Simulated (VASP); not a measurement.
# CdTe (F-43m) in VASP: notebook

The runs below take CdTe through single point, with r2SCAN, PBEsol.

All numbers are computed with VASP 6.6.1; they aren't measurements. Logs are shortened: lines on timing, memory, paths and dates and some standing lists are left out, and cuts for length are marked.

**Experimental background.**

From a printed reference work, data compilation, for a bulk crystal of CdTe at 0 K: band gap 1.607 eV.

The runs below are set against these values where they give the same quantity.

## (1) The cell of the first run

It takes space group F-43m (No. 216, cubic). Conventional cell: a = 6.489 Å, b = 6.489 Å, c = 6.489 Å, α = 90.00°, β = 90.00°, γ = 90.00°. Within 3.7 Å of Cd (site symmetry -43m) lie 4 Te at 2.81 Å. Te (site symmetry -43m) has 4 Cd at 2.81 Å within 3.7 Å.

## (2) Single point, r2SCAN

The input, POSCAR:

```
CdTe
1.0
    0.0000000000      3.2446714369      3.2446714369
    3.2446714369      0.0000000000      3.2446714369
    3.2446714369      3.2446714369      0.0000000000
Cd Te
1 1
Direct
    0.0000000000      0.0000000000      0.0000000000
    0.2500000000      0.2500000000      0.2500000000
```

The input, INCAR.step1:

```
PREC = Accurate ; ENCUT = 520
ISMEAR = 0 ; SIGMA = 0.02
LREAL = False ; LASPH = True
NELM = 60 ; NBANDS = 16
GGA = PE ; ALGO = Normal
EDIFF = 1E-4 ; LWAVE = True
LCHARG = False
```

The input, INCAR.step2:

```
PREC = Accurate ; ENCUT = 520
EDIFF = 1E-7 ; ISMEAR = 0
SIGMA = 0.02 ; LREAL = False
LASPH = True ; NELM = 60
ALGO = Normal ; ISIF = 2
LWAVE = False ; LCHARG = False
METAGGA = R2SCAN ; LMIXTAU = True
NBANDS = 16 ; ISTART = 1
```

The input, KPOINTS:

```
Automatic mesh
0
Gamma
  8 8 8
```

Potentials or basis: VASP PAW PBE potentials, release 64 (Cd, Te).

Launch:

```console
$ cat potpaw_PBE.64/Cd/POTCAR potpaw_PBE.64/Te/POTCAR > POTCAR
$ cp INCAR.step1 INCAR
$ mpirun -np 1 vasp_std > vasp.out
$ cp INCAR.step2 INCAR
$ mpirun -np 1 vasp_std > vasp.out
```

OUTCAR:

```text
PREC = Accurate
   ENCUT = 520
   EDIFF = 1E-7
   ISMEAR = 0
   LREAL = False
   LASPH = True
   NELM = 60
   ISIF = 2
   METAGGA = R2SCAN
   ISTART = 1

 ion  position               nearest neighbor table
   1  0.000  0.000  0.000-   2 2.81   2 2.81   2 2.81   2 2.81
   2  0.250  0.250  0.250-   1 2.81   1 2.81   1 2.81   1 2.81

  LATTYP: Found a face centered cubic cell.
 ALAT       =     6.4893428738

  Lattice vectors:

 A1 = (   0.0000000000,   3.2446714369,   3.2446714369)
 A2 = (   3.2446714369,   0.0000000000,   3.2446714369)
 A3 = (   3.2446714369,   3.2446714369,   0.0000000000)

Analysis of symmetry for initial positions (statically):
=====================================================================
 Subroutine PRICEL returns:
 Original cell was already a primitive cell.

 Routine SETGRP: Setting up the symmetry group for a
 face centered cubic supercell.

 Subroutine GETGRP returns: Found 24 space group operations
 (whereof 24 operations were pure point group operations)
 out of a pool of 48 trial point group operations.

The static configuration has the point symmetry T_d .

Analysis of symmetry for dynamics (positions and initial velocities):
=====================================================================
 Subroutine PRICEL returns:
 Original cell was already a primitive cell.

 Routine SETGRP: Setting up the symmetry group for a
 face centered cubic supercell.

 Subroutine GETGRP returns: Found 24 space group operations
 (whereof 24 operations were pure point group operations)
 out of a pool of 48 trial point group operations.

The dynamic configuration has the point symmetry T_d .

 Subroutine INISYM returns: Found 24 space group operations
 (whereof 24 operations are pure point group operations),
 and found     1 'primitive' translations

----------------------------------------------------------------------------------------

                                     Primitive cell

  volume of cell :      68.3191

  direct lattice vectors                    reciprocal lattice vectors
     0.000000000  3.244671437  3.244671437    -0.154098808  0.154098808  0.154098808
     3.244671437  0.000000000  3.244671437     0.154098808 -0.154098808  0.154098808
     3.244671437  3.244671437  0.000000000     0.154098808  0.154098808 -0.154098808

  length of vectors
     4.588658352  4.588658352  4.588658352     0.266906964  0.266906964  0.266906964

  position of ions in fractional coordinates (direct lattice)
     0.000000000  0.000000000  0.000000000
     0.250000000  0.250000000  0.250000000

  ion indices of the primitive-cell ions
   primitive index   ion index
                 1           1
                 2           2

----------------------------------------------------------------------------------------

 KPOINTS: Automatic mesh

Automatic generation of k-mesh.
 Grid dimensions read from file:
 generate k-points for:    8    8    8

 Generating k-lattice:

  Cartesian coordinates                     Fractional coordinates (reciprocal lattice)
    -0.019262351  0.019262351  0.019262351     0.125000000  0.000000000  0.000000000
     0.019262351 -0.019262351  0.019262351     0.000000000  0.125000000  0.000000000
     0.019262351  0.019262351 -0.019262351     0.000000000  0.000000000  0.125000000

  Length of vectors
     0.033363371  0.033363371  0.033363371

  Shift w.r.t. Gamma in fractional coordinates (k-lattice)
     0.000000000  0.000000000  0.000000000

 Subroutine IBZKPT returns following result:
 ===========================================

 Found     29 irreducible k-points:

 Following reciprocal coordinates:
            Coordinates               Weight
  0.000000  0.000000  0.000000      1.000000
  0.125000  0.000000  0.000000      8.000000
  0.250000  0.000000  0.000000      8.000000
  0.375000  0.000000  0.000000      8.000000
  0.500000  0.000000  0.000000      4.000000
  0.125000  0.125000  0.000000      6.000000
[... 16 lines left out ...]
  0.500000  0.250000  0.125000     48.000000
 -0.375000  0.250000  0.125000     24.000000
 [... further k-points ...]
   k-points           NKPTS =     29   k-points in BZ     NKDIM =     29   number of bands    NBANDS=     16
   number of dos      NEDOS =    301   number of ions     NIONS =      2
   total plane-waves  NPLWV =  46656
   dimension x,y,z NGX =    36 NGY =   36 NGZ =   36
   dimension x,y,z NGXF=    72 NGYF=   72 NGZF=   72
   ions per type =               1   1
   NGX,Y,Z   is equivalent  to a cutoff of  13.04, 13.04, 13.04 a.u.
   NGXF,Y,Z  is equivalent  to a cutoff of  26.09, 26.09, 26.09 a.u.
 SYSTEM =  unknown system
   PREC   = accura    normal or accurate (medium, high low for compatibility)
   ISTART =      1    job   : 0-new  1-cont  2-samecut
   ICHARG =      0    charge: 1-file 2-atom 10-const
   ISPIN  =      1    spin polarized calculation?
   LNONCOLLINEAR =      F non collinear calculations
   LSORBIT =      F    spin-orbit coupling
   LASPH  =      T    aspherical Exc in radial PAW
   ENCUT  =  520.0 eV  38.22 Ry    6.18 a.u.   8.53  8.53  8.53*2*pi/ulx,y,z
   NELM   =     60;   NELMIN=  2; NELMDL=  0     # of ELM steps
   EDIFF  = 0.1E-06   stopping-criterion for ELM
   LREAL  =      F    real-space projection
   EDIFFG = 0.1E-05   stopping-criterion for IOM
   NSW    =      0    number of steps for IOM
   IBRION =     -1    ionic relax: 0-MD 1-quasi-New 2-CG
   NFREE  =      0    steps in history (QN), initial steepest desc. (CG)
   ISIF   =      2    stress and relaxation
   ISYM   =      2    0-nonsym 1-usesym 2-fastsym
   POTIM  = 0.5000    time-step for ionic-motion
   TEBEG  =    0.0;   TEEND  =   0.0 temperature during run
   PSTRESS=    0.0 pullay stress
   NELECT =      18.0000    total number of electrons
   NUPDOWN=      -1.0000    fix difference up-down
   EMIN   =  10.00;   EMAX   =-10.00  energy-range for DOS
   EFERMI =   0.00;   METHOD = LEGACY
   ISMEAR =     0;   SIGMA  =   0.02  broadening in eV -4-tet -1-fermi 0-gaus
   EFERMI_NEDOS =   21; number of points for ismear=-14 and -15
   IALGO  =     38    algorithm
   IMIX   =      4    mixing-type and parameters
     AMIX     =   0.40;   BMIX     =  1.00
     AMIX_MAG =   1.60;   BMIX_MAG =  1.00
  volume/ion in A,a.u.               =      34.16       230.52
  Fermi-wavevector in a.u.,A,eV,Ry     =   1.049506  1.983279 14.986313  1.101463
  Thomas-Fermi vector in A             =   2.184471
   LORBIT       =      0    0 simple, 1 ext, 2 COOP (PROOUT), +10 PAW based schemes
   METAGGA = R2SCAN    functional components
   LHFCALC =     F    Hartree Fock is set to
   AEXX    =    0.0000 exact exchange contribution
   IVDW    =     0    specifies the selected vdW correction
   LEPSILON=     F    determine dielectric tensor
   LRPA    =     F    only Hartree local field effects (RPA)
 non-spin polarized calculation
 Gauss-broadening in eV      SIGMA  =   0.02
  energy-cutoff  :      520.00
  volume of cell :       68.32
 maximum number of plane-waves:      1862
 NGX is ok and might be reduce to    36
   NGX = 17   NGY = 17   NGZ = 17

 number of electron      17.9999997 magnetization

 Free energy of the ion-electron system (eV)
  ---------------------------------------------------
  ext. energy  EPLUGINS =         0.00000000
  ---------------------------------------------------
  free energy    TOTEN  =       -46.63467315 eV

  energy without entropy =      -46.63467315  energy(sigma->0) =      -46.63467315

 E-fermi :   2.2023     XC(G=0):  -9.0863

 val. band max:        2.0656757280   @ k =   0.0000   0.0000   0.0000
 cond. band min:       3.3259052677   @ k =   0.0000   0.0000   0.0000
 fundamental gap:      1.2602295396
 Fermi energy:         2.2023110090

 k-point     1 :       0.0000    0.0000    0.0000
  band No.  band energies     occupation
      1      -9.4399      2.00000
      2      -6.4822      2.00000
      3      -6.4821      2.00000
      4      -6.4821      2.00000
      5      -6.2002      2.00000
      6      -6.2002      2.00000
[... 8 lines left out ...]
     15      11.8896      0.00000
     16      11.8896      0.00000

 k-point     2 :       0.1250    0.0000    0.0000
  band No.  band energies     occupation
      1      -9.3799      2.00000
      2      -6.4705      2.00000
      3      -6.4705      2.00000
      4      -6.4326      2.00000
      5      -6.2010      2.00000
      6      -6.2010      2.00000
[... 8 lines left out ...]
     15      11.1657      0.00000
     16      11.1657      0.00000

 k-point     3 :       0.2500    0.0000    0.0000
  band No.  band energies     occupation
      1      -9.2350      2.00000
      2      -6.4443      2.00000
      3      -6.4443      2.00000
      4      -6.2679      2.00000
      5      -6.2004      2.00000
      6      -6.2004      2.00000
[... 8 lines left out ...]
     15      10.9649      0.00000
     16      10.9649      0.00000

 k-point     4 :       0.3750    0.0000    0.0000
  band No.  band energies     occupation
      1      -9.0921      2.00000
      2      -6.4221      2.00000
      3      -6.4221      2.00000
      4      -6.1951      2.00000
      5      -6.1951      2.00000
      6      -5.9979      2.00000
[... 8 lines left out ...]
     15      11.8270      0.00000
     16      11.8270      0.00000
[... 324 lines left out ...]
 k-point    22 :       0.3750    0.2500    0.1250
  band No.  band energies     occupation
      1      -9.1295      2.00000
      2      -6.4146      2.00000
      3      -6.4016      2.00000
      4      -6.2501      2.00000
      5      -6.1901      2.00000
      6      -6.1107      2.00000
[... 8 lines left out ...]
     15      12.4181      0.00000
     16      13.0725      0.00000

 k-point    23 :       0.5000    0.2500    0.1250
  band No.  band energies     occupation
      1      -9.0182      2.00000
      2      -6.3927      2.00000
      3      -6.3826      2.00000
      4      -6.2284      2.00000
      5      -6.1899      2.00000
      6      -5.8735      2.00000
[... 8 lines left out ...]
     15      12.6351      0.00000
     16      13.3161      0.00000

 k-point    24 :      -0.3750    0.2500    0.1250
  band No.  band energies     occupation
      1      -8.9735      2.00000
      2      -6.3863      2.00000
      3      -6.3752      2.00000
      4      -6.2161      2.00000
      5      -6.1944      2.00000
      6      -5.7288      2.00000
[... 8 lines left out ...]
     15      12.6896      0.00000
     16      13.3079      0.00000

 [... further k-points ...]
[... 5 lines left out ...]
  --------------------------------------------------------------------------------------
  -------------------------------------------------------------------------------------
  Total        0.6298990      0.6298990      0.6298990     -0.0000000     -0.0000000      0.0000000
  in kB       14.7720017     14.7720017     14.7720017     -0.0000000     -0.0000000      0.0000000
  external PRESSURE =      14.7720017 kB  Pullay stress =       0.0000000 kB

 VOLUME and BASIS-vectors are now :
 -----------------------------------------------------------------------------
  energy-cutoff  :      520.00
  volume of cell :       68.32
      direct lattice vectors                 reciprocal lattice vectors
     0.000000000  3.244671437  3.244671437    -0.154098808  0.154098808  0.154098808
     3.244671437  0.000000000  3.244671437     0.154098808 -0.154098808  0.154098808
     3.244671437  3.244671437  0.000000000     0.154098808  0.154098808 -0.154098808

 POSITION                                       TOTAL-FORCE (eV/Angst)
 -----------------------------------------------------------------------------------
      0.00000      0.00000      0.00000         0.000000     -0.000000      0.000000
      1.62234      1.62234      1.62234        -0.000000      0.000000     -0.000000
 -----------------------------------------------------------------------------------
    total drift:                               -0.000001     -0.000001     -0.000001

  FREE ENERGIE OF THE ION-ELECTRON SYSTEM (eV)
  ---------------------------------------------------
  free  energy   TOTEN  =       -46.6346731502 eV

  energy  without entropy=      -46.6346731502  energy(sigma->0) =      -46.63467315
```

It took 1.9 min on 1 thread of Intel Xeon Platinum 8259CL at 2.50GHz (Skylake/Cascade Lake), shared host; peak memory 0.23 GiB.

What came out:

```yaml
Free_energy: -46.6347 eV
Pressure: 1.5 GPa
Band_gap_on_the_k_mesh: 1.26 eV, direct
```

Caveat: the PAW data sets were made with another functional, which shifts forces and pressure a little; spin-orbit coupling is left out, which moves the levels of the heavy elements.

## (3) Single point, PBEsol, non-collinear spin, zero start, spin-orbit coupling

The input, INCAR:

```
PREC = Accurate
ENCUT = 520
EDIFF = 1E-6
ISMEAR = 0
SIGMA = 0.02
LREAL = F
LASPH = T
NELM = 150
ALGO = Normal
ISIF = 2
LWAVE = F
LCHARG = T
MAGMOM = 0 0 0 0 0 0
LORBIT = 11
LSORBIT = T
GGA_COMPAT = F
LORBMOM = T
GGA = PS
LVHAR = T
NBANDS = 30
```

The input, KPOINTS:

```
regular mesh
0
Gamma
  8 8 8
```

POSCAR is that of step 2.

Potentials or basis: VASP PAW PBE potentials, release 64 (Cd, Te).

Launch:

```console
$ cat potpaw_PBE.64/Cd/POTCAR potpaw_PBE.64/Te/POTCAR > POTCAR
$ mpirun -np 1 vasp_ncl > vasp.out
```

Run time: 3 min. Hardware: 1 thread of Intel Xeon Platinum 8259CL at 2.50GHz (Skylake/Cascade Lake), shared host; peak memory 0.45 GiB.

Results (log left out):

```yaml
Free_energy: -5.6168 eV
Pressure: 0.2 GPa
Net_moment: 0.00 μB per cell
Valence_electrons_inside_the_program's_atomic_spheres: Cd 10.32; Te 3.42
```

Moments on the atoms (μB; x, y, z):
```
Cd  0.00 0.00 0.00
Te  0.00 0.00 0.00
```

Caveat: the PAW data sets were made with another functional, which shifts forces and pressure a little.

## (4) Comparison with measurements

Step 2. Against the measured gap of CdTe, 1.607 eV (0 K; a printed reference work, data compilation), the calculated 1.26 eV is off by -0.35 eV. Spin-orbit coupling on Cd, Te is left out. The value is that of r2SCAN, without temperature or zero-point motion.
